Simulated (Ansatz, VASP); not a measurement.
## Two plane-wave programs on SiC

INCAR

```
SYSTEM = SiC
PREC     = Accurate       ! precision mode
ENCUT    = 600            ! plane-wave cutoff, eV
EDIFF    = 1E-6           ! SCF threshold, eV
ISMEAR   = 0              ! smearing method
SIGMA    = 0.02           ! smearing width, eV
LREAL    = .False.        ! projectors in reciprocal space
LASPH    = .True.         ! aspherical terms in the spheres
NELM     = 80             ! most SCF steps
ALGO     = Normal         ! electronic algorithm
ISIF     = 3              ! what is computed and relaxed
LWAVE    = .False.        ! write WAVECAR
LCHARG   = .False.        ! write CHGCAR
GGA      = PE             ! functional
IBRION   = 2              ! ionic algorithm
NSW      = 100            ! ionic steps
EDIFFG   = -0.01          ! ionic threshold
```

KPOINTS

```
regular mesh
0
Gamma
  12 12 4
  0 0 0
```

File POSCAR:

```
SiC
1.0
    3.0858468823      0.0000000000      0.0000000000
   -1.5429234412      2.6724217923      0.0000000000
    0.0000000000      0.0000000000      7.0578057486
Si C
3 3
Direct
    0.0000000000      0.5000000000      0.1666666667
    0.5000000000      0.5000000000      0.8333333333
    0.5000000000      0.0000000000      0.5000000000
    0.5000000000      0.5000000000      0.3333333333
    0.5000000000      0.0000000000      0.0000000000
    0.0000000000      0.5000000000      0.6666666667
```

Input for Ansatz:

```yaml
crystal:
  lattice:
    - [3.0858468823, 0.0, 0.0]
    - [-1.5429234412, 2.6724217923, 0.0]
    - [0.0, 0.0, 7.0578057486]
  atoms:
    - { symbol: Si, position: [0.0, 0.5, 0.1666666667] }
    - { symbol: Si, position: [0.5, 0.5, 0.8333333333] }
    - { symbol: Si, position: [0.5, 0.0, 0.5] }
    - { symbol: C, position: [0.5, 0.5, 0.3333333333] }
    - { symbol: C, position: [0.5, 0.0, 0.0] }
    - { symbol: C, position: [0.0, 0.5, 0.6666666667] }
basis:
  ecutwfc: 420
kpoints:
  mp_grid: { grid: [12, 12, 4] }
hamiltonian:
  xc: pbe
scf:
  occupations: { method: gaussian, width: 0.02 }
output:
  forces: true
  stress: true
  eigenvalues: true
relax:
  adjacent_minimum: "off"
  f_tol: 0.01
  max_steps: 80
  cell: { stress_tol: 0.05 }
```

Alike in both runs: task relaxation of cell and atoms; functional PBE; k mesh 12 × 12 × 4; occupations gaussian, width 0.02 eV; no spin polarisation.

|  | VASP | Ansatz |
| --- | --- | --- |
| version | VASP 6.6.1 | Ansatz 0.2.0 |
| potentials or method | VASP PAW PBE potentials, release 64 (Si, C) | scalar-relativistic, plane waves, PAW |
| plane-wave cutoff (eV) | 600 | 420 |
| valence electrons in the cell | 24 | 24 |

VASP gave:

| Property | Result |
| --- | --- |
| gap on the k mesh at the Fermi level, each at its own relaxed structure (eV) | 0.87 |
| relaxed volume (Å³/atom) | 9.69 |
| relaxed cell length with the largest relative difference (Å) | 3.084 |

Task: Which values does Ansatz return?

Result: gap on the k mesh at the Fermi level, each at its own relaxed structure (eV): 0.87; relaxed volume (Å³/atom): 9.70; relaxed cell length with the largest relative difference (Å): 3.085.

A k mesh can miss the band edges. PBE gaps usually lie below the measured ones, often by a third to a half.
